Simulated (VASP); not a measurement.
# MgO: optical spectrum of independent particles, by functional

MgO, P-6m2 (no. 187), 2 atoms in the cell.

| Functional | ε at zero frequency, electronic | Mean energy of the absorption, weighted by Im ε (eV) | Refractive index at 633 nm | Refractive index at 1064 nm | Direct gap on the mesh (eV) | Time (s) |
|---|---|---|---|---|---|---|
| PBE | 3.48 | 11.52 | 1.91 | 1.88 | 3.40 | 4.9 |
| LDA | 3.56 | 11.38 | 1.94 | 1.90 | 3.36 | 4.9 |
| PBEsol | 3.55 | 11.43 | 1.93 | 1.90 | 3.33 | 5.5 |
| r2SCAN | 3.11 | 12.37 | 1.79 | 1.77 | 4.17 | 32 |
| TB-mBJ | 2.63 | 13.54 | 1.64 | 1.63 | 5.51 | 38 |
| RPBE | 3.42 | 11.64 | 1.89 | 1.86 | 3.50 | 5.2 |

Limits: The 10×10×10 mesh is coarse for a spectrum: peaks stand apart that a denser mesh merges; the pull between electron and hole is left out; rows 1, 2, 3, 4, 6: the onset follows the functional's gap, which semilocal functionals usually make too small.

## Input of the first row

INCAR:
```
SYSTEM = MgO
PREC = Accurate ; ENCUT = 460
ISMEAR = 0 ; SIGMA = 0.02
EDIFF = 1E-7 ; LASPH = .TRUE.
KPAR = 4 ; LWAVE = .TRUE.
LCHARG = .FALSE. ; LOPTICS = .TRUE.
ALGO = Normal ; NBANDS = 20
NEDOS = 2000 ; CSHIFT = 0.1
GGA = PE
```

KPOINTS:
```
k-points
0
Gamma
  10 10 10
```

POSCAR:
```
MgO
1.0
    2.9380209034      0.0000000000      0.0000000000
   -1.4690104517      2.5444007392      0.0000000000
    0.0000000000      0.0000000000      2.6796800000
Mg O
1 1
Direct
    0.0000000000      0.0000000000      0.0000000000
    0.3333333333      0.6666666667      0.5000000000
```

Commands:
```
cat potpaw_PBE.64/Mg/POTCAR potpaw_PBE.64/O/POTCAR > POTCAR
mpirun -np 4 vasp_std > vasp.out
```

Changes of the last row against the first:
```
- GGA = PE
+ GGA = RP
```

VASP 6.6.1 took 4.9 s on 4 cores (AMD EPYC 9R45 (Zen 5)), a shared host.
